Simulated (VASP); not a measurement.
**BiTe: equation of state with LDA**

BiTe:

```
Bi Te
1.0
     0.00000    3.17996    3.17996
     3.17996    0.00000    3.17996
     3.17996    3.17996    0.00000
Bi Te
1 1
Direct
  0.00000 0.00000 0.00000
  0.50000 0.50000 0.50000
```

```yaml
Program: VASP 6.6.1
Task: equation of state
Functional: LDA
Potentials_or_basis: VASP PAW LDA potentials, release 64 (Bi_d, Te)
Cutoff: 520 eV
k_mesh: 6 × 6 × 6
Occupations: fermi-dirac, width 0.05 eV
Spin: no spin polarisation
```

```yaml
Equilibrium_volume: 32.16 Å³/atom
Bulk_modulus: 55 GPa
Pressure_derivative_of_the_bulk_modulus: "4.0 (rough: it moves with the points fitted)"
```

Energy against volume, from the lowest point:
```csv
volume (Å³/atom),energy (meV/atom)
30.870,9.50
31.513,2.28
32.156,0.00
32.799,2.11
33.443,8.26
```

All runs of the series together: 33 s on 1 thread of Intel(R) Xeon(R) Platinum 8488C (Sapphire Rapids) (shared host).
